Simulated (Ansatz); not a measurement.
N:

```
N
1.0
     2.51947    0.00000    0.00000
    -1.25974    2.18193    0.00000
     0.00000    0.00000    2.44600
N
2
Direct
  0.33333 0.66667 0.75000
  0.66667 0.33333 0.25000
```

The real solid is made of molecules; this cell is a model form.

| Property | Result |
| --- | --- |
| Program | Ansatz 0.2.0 |
| Task | single point |
| Functional | PBE |
| Potentials or basis | all-electron LAPW, scalar-relativistic |
| Cutoff | 346 eV (chosen from the basis error) |
| Basis error allowed | 0.001 eV/atom |
| k mesh | 12 × 12 × 11 |
| Occupations | fermi-dirac, width 0.05 eV |
| Spin | no spin polarisation |

On this cell: pressure 10.0 GPa; largest force under 0.003 eV/Å; band gap on the k mesh none (metal or under the smearing width).

The same run follows on a disturbed copy (atoms moved at random, drawn with an rms of 0.05 Å):

```
N
1.0
     2.51947    0.00000    0.00000
    -1.25974    2.18193    0.00000
     0.00000    0.00000    2.44600
N
2
Cartesian
  -0.0029 1.4406 1.8004
  1.2728 0.7264 0.6325
```

What does the disturbed cell give?

The energy (extrapolated to zero smearing) moves by -30.9 meV/atom; pressure 10.5 GPa; largest force 2.190 eV/Å; band gap on the k mesh none (metal or under the smearing width).

Forces on the atoms (eV/Å):
```
N   -0.127 -0.086 -2.185
N    0.127  0.086  2.185
```

Stress tensor (GPa, compression positive):
```
10.69 -2.25  0.61
-2.25 14.33  0.48
 0.61  0.48  6.41
```

The energy falls, though the first cell shows no forces: that form is unstable against this distortion, unless noise or another electronic state is at work.
